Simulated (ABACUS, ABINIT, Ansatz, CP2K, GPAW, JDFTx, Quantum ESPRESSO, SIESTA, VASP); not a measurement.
**One calculation of Tl, 10 ways**

```
CELL_PARAMETERS angstrom
3.45600 0.00000 0.00000
-1.72800 2.99298 0.00000
0.00000 0.00000 5.52500
ATOMIC_POSITIONS crystal
Tl 0.66667 0.33333 0.75000
Tl 0.33333 0.66667 0.25000
```

Alike in all runs: task single point; functional PBE; k mesh 9 × 9 × 5; occupations fermi-dirac, width 0.05 eV; no spin polarisation; no spin-orbit coupling. Pressure is positive in compression and, in plane waves, holds the error of the finite cutoff, which Ansatz's Pulay term estimates and takes out.

```csv
program and potentials,plane-wave cutoff (eV),notes,pressure (GPa)
"ABACUS, PseudoDojo NC SR 0.4.1 PBE standard, plane waves",830,-,3.34
"VASP, PBE PAW files Tl_d, 520 eV",520,-,3.36
"GPAW, GPAW PAW data sets (gpaw-data 1.2.1)",600,-,3.09
"SIESTA, files PseudoDojo sr-pbe-0.4.1-standard, DZP (energy shift 0.003 Ry; two zetas on semicore shells)",-,atomic basis,3.24
"Ansatz, Ansatz PAW (earlier soft set)",420,-,3.44
"ABINIT, JTH PAW PBE v2.0",599,-,3.39
"JDFTx, PseudoDojo-SR-PBE-0.4.1-standard with smoothed tails",844,-,3.35
"Quantum ESPRESSO, SSSP 1.3 efficiency PBE",748,-,3.01
"CP2K, POTENTIAL_UZH Tl GTH-PBE-q13; TZVP-MOLOPT-PBE-GTH basis",-,atomic basis,3.59
"Ansatz, all-electron LAPW, scalar-relativistic",-,-,3.44
```

The pressure spans 3.01 (Quantum ESPRESSO, SSSP 1.3 efficiency PBE) to 3.59 GPa (CP2K, POTENTIAL_UZH Tl GTH-PBE-q13; TZVP-MOLOPT-PBE-GTH basis), with all-electron results at 3.44. Rows in atomic bases carry the error of their basis and grid, which can be large.

Differences between rows come from potentials, basis sets and numerical settings, since the functional is the same but for its coding. Runs on potential files found faulty are left out.
